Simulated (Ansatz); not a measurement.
An input for Ansatz 0.2.0 (YN):

The input input.yaml:

```yaml
crystal:
  lattice:
    - [0.0, 2.4385, 2.4385]
    - [2.4385, 0.0, 2.4385]
    - [2.4385, 2.4385, 0.0]
  atoms:
    - { symbol: "Y", position: [0.0, 0.0, 0.0] }
    - { symbol: "N", position: [0.5, 0.5, 0.5] }
hamiltonian:
  xc: cam_b3lyp
  pseudopotentials: { kind: paw, core: large }
kpoints:
  mp_grid: { grid: [5, 5, 5] }
scf:
  occupations: { method: gaussian, width: 0.02 }
  algorithm: direct_min
output:
  forces: true
  stress: true
  eigenvalues: true
```

Potentials or basis: Ansatz PAW large core.

Launch:

```bash
$ ansatz run input.yaml --threads 1 --pin off --max-ram 2560MiB --backend cpu --events-out ev --progress --plain --runs-dir out
```

Problem. Does this run start?

Solution. The run stopped without a result. It printed:

Output:

```text
Error: scf.algorithm: direct_min / scf.convergence.dm_fallback with hamiltonian.xc: <hybrid> without scf.eigensolver.kind.support_functions — direct minimisation on plane waves has no term of exact exchange; use an LDA or a GGA, or take scf.algorithm: direct_min and scf.convergence.dm_fallback out of the deck
```
